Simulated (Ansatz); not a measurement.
# CdI2: the cost of one run

Code: Ansatz 0.2.0. PAW datasets, plane waves, zero pressure. The values are computed, spin-unpolarised, and not measurements.

**1. The system as given**

It is trigonal, P-3m1 (No. 164); a = 4.291 Å, c = 7.304 Å in the conventional setting, 38.82 Å³ an atom. Around Cd lie 6 I at 3.02 Å; around I lie 3 Cd at 3.02 Å.

Structure file:

```cif
data_structure
_symmetry_space_group_name_H-M 'P-3m1'
_symmetry_Int_Tables_number 164
_cell_length_a 4.2910
_cell_length_b 4.2910
_cell_length_c 7.3036
_cell_angle_alpha 90.000
_cell_angle_beta 90.000
_cell_angle_gamma 120.000
_cell_volume 116.46
loop_
_atom_site_label
_atom_site_type_symbol
_atom_site_symmetry_multiplicity
_atom_site_Wyckoff_symbol
_atom_site_fract_x
_atom_site_fract_y
_atom_site_fract_z
_atom_site_occupancy
Cd1 Cd 1 a 0.00000 0.00000 0.00000 1
I1 I 2 d 0.33333 0.66667 0.23579 1
```

**2. PBE-D3(BJ): cell and atoms**

input.yaml reads:

```yaml
crystal:
  lattice:
    - [4.2910112908, 0.0, 0.0]
    - [-2.1455056454, 3.7161247857, 0.0]
    - [0.0, 0.0, 7.30358344]
  atoms:
    - { symbol: Cd, position: [0.0, 0.0, 0.0] }
    - { symbol: I, position: [0.33333333, 0.66666667, 0.23579085] }
    - { symbol: I, position: [0.66666667, 0.33333333, 0.76420915] }
kpoints:
  mp_grid: { grid: [6, 6, 4] }
hamiltonian:
  xc: pbe
  dispersion: d3bj
scf:
  occupations: { method: fermi_dirac, width: 0.02 }
relax:
  f_tol: 0.005
  cell: {}
```

The run is started by

```
$ ansatz run input.yaml --threads 2 --pin off --max-ram 29491MiB --backend cpu --events-out ev --progress --plain --runs-dir out
```

What time and memory should one allow on 2 threads of AMD EPYC 7R13 (Zen 3), shared host?

About 8.9 s, with a peak of 0.58 GiB.
